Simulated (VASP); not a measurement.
Runs of VASP 6.6.1 on BaTiO3. It takes space group P4mm (No. 99, tetragonal). The conventional cell has a = 4.000 Å, b = 4.000 Å, c = 4.018 Å, α = 90.00°, β = 90.00°, γ = 90.00°. Around Ba (site symmetry 4mm) lie 12 O at 2.79 to 2.88 Å. Ti (site symmetry 4mm) is surrounded by 6 O at 1.89 to 2.13 Å. O (site symmetry 2mm) is surrounded by 2 Ti at 2.00 Å. O (site symmetry 4mm) is surrounded by 2 Ti at 1.89 to 2.13 Å. 

| task | level | cell | cutoff (eV) | smearing | gap on the mesh (eV) | pressure (GPa) | relaxed volume (Å³/atom) | largest force (eV/Å) |
| --- | --- | --- | --- | --- | --- | --- | --- | --- |
| relaxation of cell and atoms | revPBE+D4 | relaxed | 600 | fermi-dirac 0.05 eV | 1.92 | 0.0 | 13.26 | 0.01 |
| relaxation of cell and atoms | RPBE+D3 | relaxed | 600 | fermi-dirac 0.05 eV | 1.91 | 0.0 | (d) | 0.01 |
| relaxation of cell and atoms | PBEsol+rVV10 | relaxed | 600 | fermi-dirac 0.05 eV | 1.88 | 0.0 | 12.73 | - |
| relaxation of cell and atoms | RPBE+D4 | relaxed | 600 | fermi-dirac 0.05 eV | 1.93 | 0.0 | 13.36 | - |
| relaxation of cell and atoms | revPBE+D3(BJ) | relaxed | 600 | fermi-dirac 0.05 eV | 1.92 | 0.0 | (a) | - |
| relaxation of cell and atoms | PBEsol+D4 | relaxed | 600 | fermi-dirac 0.05 eV | 1.89 | 0.0 | 12.63 | - |
| single point | PBE | as given | 520 | gaussian 0.014 eV | (b) | 4.2 | - | (c) |
| relaxation of cell and atoms | revPBE+D3 | relaxed | 600 | fermi-dirac 0.05 eV | 1.91 | 0.0 | 13.34 | - |

Alike in all rows: potentials or basis VASP PAW PBE potentials, release 64 (Ba_sv, Ti_sv, O); no spin polarisation; k mesh 7 × 7 × 7.

Task: Estimate the missing entries.

Result: (a) 13.08; (b) 1.87; (c) 0.27; (d) 13.67.

Caveats: spin-orbit coupling is left out, which moves the levels of the heavy elements; an odd mesh through Γ misses points on the zone boundary, where band edges often lie; the PAW data sets were made with another functional, which shifts forces and pressure a little (some runs).

A k mesh can miss the band edges, and the runs leave out spin-orbit coupling on Ba.
